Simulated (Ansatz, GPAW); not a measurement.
This is a calculation of InAs for Ansatz 0.2.0. 

File input.yaml:

```yaml
crystal:
  lattice:
    - [0.0, 3.018, 3.018]
    - [3.018, 0.0, 3.018]
    - [3.018, 3.018, 0.0]
  atoms:
    - { symbol: In, position: [0.0, 0.0, 0.0] }
    - { symbol: As, position: [0.75, 0.75, 0.75] }
kpoints:
  mp_grid: { grid: [8, 8, 8] }
scf:
  occupations: { method: gaussian, width: 0.012 }
hamiltonian:
  xc: pbe
  pseudopotentials: { kind: all_electron, lapw: { basis_error: 0.001 } }
output:
  forces: true
  stress: true
  eigenvalues: true
```

Potentials or basis: all-electron LAPW, scalar-relativistic.

The run is started by

```sh
$ ansatz run input.yaml --threads 1 --pin off --max-ram 3072MiB --backend cpu --events-out ev --progress --plain --runs-dir out
```

Problem. Set up the same calculation for GPAW 26.7.0 (ASE script). Potentials or basis there: GPAW PAW data sets (gpaw-data 1.2.1), cutoff 600 eV.

Solution. As run (cutoffs and basis follow the program's own potentials, and thresholds, step limits or extra output files can differ):

run.py

```python
from ase.dft.bandgap import bandgap
from ase.io import read, write
from ase.units import Bohr, GPa
from gpaw import GPAW, PW
from gpaw.elf import elf_from_dft_calculation

atoms = read('POSCAR')

calc = GPAW(mode=PW(600),
            xc='PBE',
            kpts={'size': (8, 8, 8), 'gamma': True},
            occupations={'name': 'methfessel-paxton', 'order': 0, 'width': 0.012},
            nbands=18,
            convergence={'density': 1e-05, 'energy': 1e-05},
            maxiter=150,
            txt='gpaw.txt')
atoms.calc = calc
energy = atoms.get_potential_energy()
forces = atoms.get_forces()
stress = atoms.get_stress()
calc.write('gs.gpw')
write('result.traj', atoms)
print(f'Energy: {energy:.6f} eV')
print('Forces (eV/A):')
print(forces.round(4))
print('Stress (GPa):', (stress / GPa).round(3))
print('Fermi level:', round(calc.get_fermi_level(), 4), 'eV')
print(f'Gap: {bandgap(calc)[0]:.4f} eV, direct: {bandgap(calc, direct=True)[0]:.4f} eV')

# fields on the real-space grid
write('density.cube', atoms, data=calc.get_pseudo_density() * Bohr**3)
write('potential.cube', atoms, data=calc.get_electrostatic_potential())
write('elf.cube', atoms, data=elf_from_dft_calculation(calc).data)
```

The input POSCAR:

```
InAs
1.0
    0.0000000000      3.0180000000      3.0180000000
    3.0180000000      0.0000000000      3.0180000000
    3.0180000000      3.0180000000      0.0000000000
In As
1 1
Direct
    0.0000000000      0.0000000000      0.0000000000
    0.7500000000      0.7500000000      0.7500000000
```

Potentials or basis: GPAW PAW data sets (gpaw-data 1.2.1), pw.

Launch:

```sh
$ OMP_NUM_THREADS=1 python run.py
```

Both were run:

|  | Ansatz | GPAW |
| --- | --- | --- |
| Pressure | 4.3 GPa | 4.0 GPa |

Where Ansatz's input types no cutoff or centring, it takes its own default and a Γ-centred mesh.

Pressure is positive in compression.
